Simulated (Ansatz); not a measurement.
# Ge: the order of phases at one pressure, part 3 of 3

Which of bcc, hcp, beta tin, simple hexagonal, diamond has the lowest enthalpy for Ge at one common pressure? Methods of the runs shown: LAPW. Companion runs by PAW are cited.

Ansatz 0.2.0; DFT PBE; a cell built from a prototype (bcc type), not taken from measurement. The steps go on from the part before.

### Step 6. Diamond relaxed under pressure, LAPW

File input.yaml:

```yaml
crystal:
  lattice:
    - [0.0, 2.1349718764, 2.1349718764]
    - [2.1349718764, 0.0, 2.1349718764]
    - [2.1349718764, 2.1349718764, 0.0]
  atoms:
    - { symbol: Ge, position: [-0.125, -0.125, -0.125] }
    - { symbol: Ge, position: [0.125, 0.125, 0.125] }
kpoints:
  mp_grid: { grid: [15, 15, 15] }
scf:
  occupations: { method: fermi_dirac, width: 0.1 }
hamiltonian:
  xc: pbe
  pseudopotentials: { kind: all_electron, lapw: { basis_error: 0.0005 } }
output:
  forces: true
  stress: true
  eigenvalues: true
relax:
  f_tol: 0.005
  max_steps: 12
  cell: { p_target: 390.0, stress_tol: 0.195 }
```

The run is started by

```console
ansatz run input.yaml --threads 2 --pin off --max-ram 5120MiB --backend cpu --events-out ev --progress --plain --runs-dir out
```

The log of the run:

```text
The last accepted step is kept in <dir> (removed where the run ends without a failure and the disk answers)
LAPW: plane waves up to 13.728 Å⁻¹, error target 5.0e-4 eV per atom; small_component_spin mean_spin; Ge in spheres of 0.897 Å, 22 of its electrons in bands, Dirac shells []
Engine: ansatz 0.2.0
Pseudopotentials: kind: all_electron
Pseudopotential: Ge, LAPW, valence charge 22, Koelling and Harmon's equation, gaussian nucleus
Functional definition: PBE
  parameter kappa = 0.804
  parameter beta = 0.06672455060314922
  exchange = pbe_x(kappa = kappa, mu = beta*pi^2/3)
  correlation = pbe_c(beta = beta)
Crystal: 2 atoms, lattice volume = 19.463 Å³
Basis set: ecut = 718.0318845736084 eV, 869 PW (Γ), exchange–correlation at level 2
Bands: 27, of which v1, the nominal top of the filled ones, is band 22 counted from 1 (21 counted from 0)
Symmetry: 48 space group operations
Space group: Fd-3m (ITA 227), of the structure as read, at distance tolerance 2.7e-5 Å
k-points: 120 of 3375
Non-local potential: Ge, projectors of the file, none
Initial density: superposition of atomic densities (chi_scale 0.1, normalization cell)
Initial wavefunctions: plane waves of lowest kinetic energy (no species holds an atomic orbital)
Functional: x = pbe(κ = 0.804, μ = 0.2195149727645171), c = pbe(β = 0.06672455060314922)
iter 1 solved again at ethr=1.72e-3 eV; its pass at ethr=1.00e-1 eV (dr2=7.57e-1 eV) is discarded
SCF iter   1: F=—  HF=-114217.263326 eV  |F-HF|=—  |Δ(HF+E_count)|=         —  Δρ=7.32e-2  dr2=7.58e-1  ethr=1.72e-3  ⟨swp⟩=2.0  Hψ=20426  notcnv=0
preconditioner: auto → Kerker (q_TF=auto, 3.126 Å⁻¹)  [metal: Δε(μ)=0.057 eV  Ē_g=30.558 eV  σ=0.100 eV  W_gap=0.14  n_scr=14 (ndim 8)  ℏωp=44.5 eV  f_vac=0.000  D(μ)=0.26/eV (n_scr^D=0)]
SCF iter   2: F=—  HF=-114217.118423 eV  |F-HF|=—  |Δ(HF+E_count)|=   1.45e-1  Δρ=5.05e-2  dr2=4.74e-1  ethr=1.72e-3  ⟨swp⟩=2.0  Hψ=8930  notcnv=0
SCF iter   3: F=—  HF=-114217.027146 eV  |F-HF|=—  |Δ(HF+E_count)|=   9.13e-2  Δρ=2.81e-2  dr2=1.64e-1  ethr=1.08e-3  ⟨swp⟩=2.0  Hψ=9360  notcnv=0
iter 4 solved again at ethr=1.37e-5 eV; its pass at ethr=3.72e-4 eV (dr2=6.01e-3 eV) is discarded
SCF iter   4: F=—  HF=-114216.976266 eV  |F-HF|=—  |Δ(HF+E_count)|=   5.09e-2  Δρ=6.39e-3  dr2=6.00e-3  ethr=1.37e-5  ⟨swp⟩=2.0  Hψ=15980  notcnv=0
SCF iter   5: F=—  HF=-114216.975734 eV  |F-HF|=—  |Δ(HF+E_count)|=   5.33e-4  Δρ=1.81e-3  dr2=2.88e-4  ethr=1.36e-5  ⟨swp⟩=2.2  Hψ=8831  notcnv=0
SCF iter   6: F=—  HF=-114216.975835 eV  |F-HF|=—  |Δ(HF+E_count)|=   1.02e-4  Δρ=3.01e-4  dr2=1.35e-5  ethr=6.53e-7  ⟨swp⟩=3.0  Hψ=9147  notcnv=0
SCF iter   7: F=—  HF=-114216.975826 eV  |F-HF|=—  |Δ(HF+E_count)|=   9.59e-6  Δρ=3.74e-5  dr2=2.31e-7  ethr=3.07e-8  ⟨swp⟩=3.0  Hψ=9296  notcnv=0
SCF iter   8: F=-114216.975826 eV  HF=-114216.975826 eV  |F-HF|=2.17e-9  |Δ(HF+E_count)|=   1.89e-7  Δρ=4.86e-6  dr2=1.73e-9  ethr=5.26e-10  ⟨swp⟩=3.0  Hψ=9296  notcnv=0
SCF 1 converged in 8 iterations: F = -114216.975826 eV  dr2 = 1.73e-9
relax step   1: F+E_penalty+E_count = -114216.97582561 eV  Δ(F+E_penalty+E_count) = +0.000e0 eV  max|allowed force component| = 5.782e-18 eV/Å  Δτ_max = 0.0000 Å  P = +390.650 GPa  Ω = 19.463 Å³  (8 SCF iters, accepted)
Crystal: 2 atoms, lattice volume = 19.488 Å³
Basis set: ecut = 717.4220422548811 eV, 869 PW (Γ), exchange–correlation at level 2
Initial density: handed on by an earlier stage of this run
Initial wavefunctions: those handed on with the density
iter 1 solved again at ethr=3.86e-9 eV; its pass at ethr=1.00e-1 eV (dr2=1.70e-6 eV) is discarded
SCF iter   1: F=—  HF=-114217.036224 eV  |F-HF|=—  |Δ(HF+E_count)|=         —  Δρ=8.32e-5  dr2=9.40e-7  ethr=3.86e-9  ⟨swp⟩=4.2  Hψ=17385  notcnv=0
preconditioner: auto → Kerker (q_TF=auto, 3.125 Å⁻¹)  [metal: Δε(μ)=0.098 eV  Ē_g=30.658 eV  σ=0.100 eV  W_gap=0.24  n_scr=14 (ndim 8)  ℏωp=44.5 eV  f_vac=0.002  D(μ)=0.27/eV (n_scr^D=0)]
SCF iter   2: F=—  HF=-114217.036224 eV  |F-HF|=—  |Δ(HF+E_count)|=   2.89e-7  Δρ=4.92e-5  dr2=3.46e-7  ethr=2.14e-9  ⟨swp⟩=2.0  Hψ=8788  notcnv=0
SCF iter   3: F=-114217.036224 eV  HF=-114217.036224 eV  |F-HF|=9.41e-8  |Δ(HF+E_count)|=   8.05e-8  Δρ=1.91e-5  dr2=6.24e-8  ethr=7.87e-10  ⟨swp⟩=2.2  Hψ=8812  notcnv=0
SCF 2 converged in 3 iterations: F = -114217.036224 eV  dr2 = 6.24e-8
relax step   2: F+E_penalty+E_count = -114217.03622391 eV  Δ(F+E_penalty+E_count) = -6.040e-2 eV  max|allowed force component| = 1.388e-17 eV/Å  Δτ_max = 0.0000 Å  P = +389.060 GPa  Ω = 19.488 Å³  (3 SCF iters, rejected (line search))
Crystal: 2 atoms, lattice volume = 19.473 Å³
Basis set: ecut = 717.7826082460614 eV, 869 PW (Γ), exchange–correlation at level 2
iter 1 solved again at ethr=6.50e-10 eV; its pass at ethr=1.00e-1 eV (dr2=2.86e-7 eV) is discarded
SCF iter   1: F=—  HF=-114217.000528 eV  |F-HF|=—  |Δ(HF+E_count)|=         —  Δρ=3.02e-5  dr2=1.13e-7  ethr=6.50e-10  ⟨swp⟩=4.3  Hψ=17600  notcnv=0
preconditioner: auto → Kerker (q_TF=auto, 3.125 Å⁻¹)  [metal: Δε(μ)=0.101 eV  Ē_g=30.665 eV  σ=0.100 eV  W_gap=0.25  n_scr=14 (ndim 8)  ℏωp=44.5 eV  f_vac=0.002  D(μ)=0.27/eV (n_scr^D=0)]
SCF iter   2: F=-114217.000528 eV  HF=-114217.000528 eV  |F-HF|=2.86e-8  |Δ(HF+E_count)|=   2.55e-8  Δρ=1.90e-5  dr2=4.69e-8  ethr=2.57e-10  ⟨swp⟩=2.0  Hψ=8788  notcnv=0
SCF 3 converged in 2 iterations: F = -114217.000528 eV  dr2 = 4.69e-8
relax step   3: F+E_penalty+E_count = -114217.00052801 eV  Δ(F+E_penalty+E_count) = -2.470e-2 eV  max|allowed force component| = 1.619e-17 eV/Å  Δτ_max = 0.0000 Å  P = +390.001 GPa  Ω = 19.473 Å³  (2 SCF iters, accepted)
iter 1 solved again at ethr=1.01e-10 eV; its pass at ethr=1.00e-1 eV (dr2=4.46e-8 eV) is discarded
SCF iter   1: F=—  HF=-114217.000528 eV  |F-HF|=—  |Δ(HF+E_count)|=         —  Δρ=1.88e-5  dr2=4.45e-8  ethr=1.01e-10  ⟨swp⟩=2.6  Hψ=13645  notcnv=0
SCF iter   2: F=-114217.000528 eV  HF=-114217.000528 eV  |F-HF|=8.61e-9  |Δ(HF+E_count)|=   1.02e-9  Δρ=1.15e-5  dr2=1.74e-8  ethr=1.01e-10  ⟨swp⟩=2.1  Hψ=8808  notcnv=0
SCF 4 converged in 2 iterations: F = -114217.000528 eV  dr2 = 1.74e-8
relax step   4: F+E_penalty+E_count = -114217.00052801 eV  Δ(F+E_penalty+E_count) = -3.973e-9 eV  max|allowed force component| = 1.503e-17 eV/Å  Δτ_max = 0.0000 Å  P = +390.001 GPa  Ω = 19.473 Å³  stress off target by 5.03e-4 GPa  SCF on the basis re-selected at this cell (its energy is not comparable with the rows above)  (2 SCF iters)
basis re-selected at this cell: Δ(F+E_penalty+E_count) = -3.973e-9 eV, ΔP = -0.000 GPa vs the last step (what re-selecting the basis moved, after the strain that the cell walked since its last selection, with what the two solves' SCF thresholds leave and, on support functions, any second-order correction that the steps lacked; it is no measure of the basis error at this ecutwfc). This SCF's stress stands 5.03e-4 GPa from its target on what of the cell is left free (relax.cell.stress_tol is 1.95e-1 GPa) and its largest allowed force component is 1.50e-17 eV/Å (relax.f_tol is 5.00e-3 eV/Å): within both
SCF converged after 2 iterations
Free energy (F): -114217.000528 eV
Harris-Foulkes:  -114217.000528 eV  (|F-HF|=8.61e-9)
Internal energy: -114216.991292 eV  (E = F + TS)
E sigma→0 (E₀):  -114216.995910 eV
Entropy (-TS):   -0.009236 eV (-4.618 meV/atom)
Fermi energy:    28.594729 eV
--- Per-component energies (eV) ---
  E_band       = -1400.133732
  E_kinetic    = 116753.439656
  E_xc         = -4360.701850
  E_electrostatic = -226609.729097  (all electrons and nuclei)
  E_smearing   = -0.009236  (= −TS)
  E_closure    = 0.000000  (closes the sum)
  E_atoms      = -114223.599835  (free atoms, spherical and without spin; not in F)
  Σ components = -114217.000528   (vs F -114217.000528, Δ=0.00e0)
  Basis errors (estimates in eV, not in F): energy 2.0e-4 per atom: plane waves 1.8e-4 (1.1e-4 summed), levels above the bands 1.5e-44, relativity 3.8e-8, radial functions 2.1e-5, core shells 4.8e-8; eigenvalues (radial functions only) 1.1e-7; not estimated: angular momenta, meshes, grids; target (lapw.basis_error) 5.0e-4; muffin-tin radii Ge 0.897 Å
--- Forces (eV/Å), atoms counted from 1 ---
  atom   1  Ge    -0.00000000     0.00000000     0.00000000
  atom   2  Ge    -0.00000000    -0.00000000    -0.00000000
  max |Σ_I F_I| component: 1.85e-17 eV/Å
--- Stress (GPa, compression-positive) ---
      390.000503       0.000000       0.000000
        0.000000     390.000503       0.000000
        0.000000       0.000000     390.000503
  P = ⅓ Tr σ = 390.0005 GPa (3900.005 kbar)
--- Band table (eV; the first three rows and the last of 120) ---
  k-point 0: bands = ["-137.9158", "-137.7748", "-85.1329", "-85.1329", "-85.1329", "-84.8821", "-84.8821", "-84.8821", "0.0234", "0.0234", "0.0234", "0.1412", "0.1412", "1.5499", "1.5499", "1.5499", "1.9483", "1.9483", "6.6730", "29.9610", "29.9610", "29.9610", "31.8250", "31.8250", "31.8250", "37.9522", "37.9933"]
  k-point 1: bands = ["-137.9147", "-137.7760", "-85.1340", "-85.1340", "-85.1322", "-84.8829", "-84.8811", "-84.8811", "-0.0121", "-0.0121", "0.0273", "0.1866", "0.1866", "1.5405", "1.5413", "1.5413", "1.9534", "1.9534", "6.7876", "28.3000", "29.4807", "29.4807", "32.3801", "32.3801", "32.7548", "38.0912", "38.5623"]
  k-point 2: bands = ["-137.9113", "-137.7794", "-85.1368", "-85.1368", "-85.1302", "-84.8852", "-84.8782", "-84.8782", "-0.0621", "-0.0621", "0.0382", "0.2632", "0.2632", "1.5135", "1.5209", "1.5209", "1.9653", "1.9653", "7.1323", "25.7725", "28.6807", "28.6807", "33.3108", "33.3108", "33.3296", "38.1210", "38.6342"]
  k-point 119: bands = ["-137.8503", "-137.8405", "-85.1790", "-85.1754", "-85.0204", "-84.9960", "-84.8404", "-84.8371", "-0.3024", "-0.2733", "0.4655", "0.6171", "0.8687", "0.9902", "1.1416", "1.2773", "2.1643", "2.1888", "15.4422", "16.3594", "18.7652", "19.9812", "33.3899", "34.9760", "37.0347", "37.3155", "47.3130"]
--- Relaxed structure (3 steps of the walk, 2 accepted, 1 SCFs on fresh bases) ---
  F+E_penalty+E_count = -114217.00052801 eV   max|allowed force component| = 1.503e-17 eV/Å   (the final SCF, on the basis selected at the relaxed cell)
  cell:  # Å, volume = 19.4730 Å³
    - [1.0779896457094735e-33, 2.135342567849166, 2.135342567849166]
    - [2.135342567849166, 1.1802951623074551e-33, 2.135342567849166]
    - [2.135342567849166, 2.135342567849166, 1.3247967285528534e-33]
  atoms:
    - { symbol: Ge, position: [-0.125, -0.125, -0.125] }
    - { symbol: Ge, position: [0.125, 0.125, 0.125] }
```

Wall time 41 s (2 threads of Intel Xeon Platinum 8488C (Sapphire Rapids), shared host); peak memory 0.75 GiB.

The steps of the relaxation:

| step | energy from step 1 (eV/cell) | largest force component (eV/Å) | pressure (GPa) | volume (Å³) |
| --- | --- | --- | --- | --- |
| 1 | 0.0000 | 0.0000 | 390.65 | 19.46 |
| 2x | -0.0604 | 0.0000 | 389.06 | 19.49 |
| 3 | -0.0247 | 0.0000 | 390.00 | 19.47 |
| 4 | -0.0247 | 0.0000 | 390.00 | 19.47 |

Step 1 is the start. Step 4 repeats the geometry before on a plane-wave basis chosen anew for that cell, so the energy can jump there without any move; the table keeps such jumps. 1 step was tried and not accepted (marked x).

| input's cell | before | after | change |
| --- | --- | --- | --- |
| a (Å) | 3.019 | 3.020 | +0.0 % |
| b (Å) | 3.019 | 3.020 | +0.0 % |
| c (Å) | 3.019 | 3.020 | +0.0 % |
| volume (Å³/atom) | 9.73 | 9.74 | +0.1 % |

In short: pressure 390.00 GPa; no gap.

### Step 7. The series in one table

The PAW rows are taken from companion runs at the same settings.

Enthalpy per atom, H = F + pV at p = 390 GPa, from each method's lowest phase:

```
method             start  space group, start → end  volume (Å³/atom)  pressure (GPa)  enthalpy (meV/atom)
  LAPW               bcc             Im-3m → Im-3m             8.166           390.1                 72.5
  LAPW               hcp       P6_3/mmc → P6_3/mmc             8.129           390.1                  0.0
  LAPW          beta tin       I4_1/amd → I4_1/amd             8.383           390.0                544.3
  LAPW  simple hexagonal           P6/mmm → P6/mmm             8.333           390.0                425.1
  LAPW           diamond             Fd-3m → Fd-3m             9.736           390.0               5276.1
   PAW               bcc             Im-3m → Im-3m             8.168           390.0                 72.4
   PAW               hcp       P6_3/mmc → P6_3/mmc             8.131           390.1                  0.0
   PAW          beta tin       I4_1/amd → I4_1/amd             8.388           390.1                551.2
   PAW  simple hexagonal           P6/mmm → P6/mmm             8.337           390.0                430.5
   PAW           diamond             Fd-3m → Fd-3m             9.731           390.0               5297.3
```

### Step 8. Outcome

What follows sums up all 3 parts.

```
     quantity                         value
     pressure                       390 GPa
lowest (LAPW)  hcp, 72.5 meV/atom under bcc
 lowest (PAW)  hcp, 72.4 meV/atom under bcc
```

In words: By LAPW the order is hcp < bcc < simple hexagonal < beta tin < diamond. By PAW the order is hcp < bcc < simple hexagonal < beta tin < diamond. The methods agree on the lowest phase. Only these structures were tried, with electrons smeared by 0.1 eV and without vibrations, so the true ground state may be another. The k meshes differ between phases and weren't tested, which can move differences by some meV.
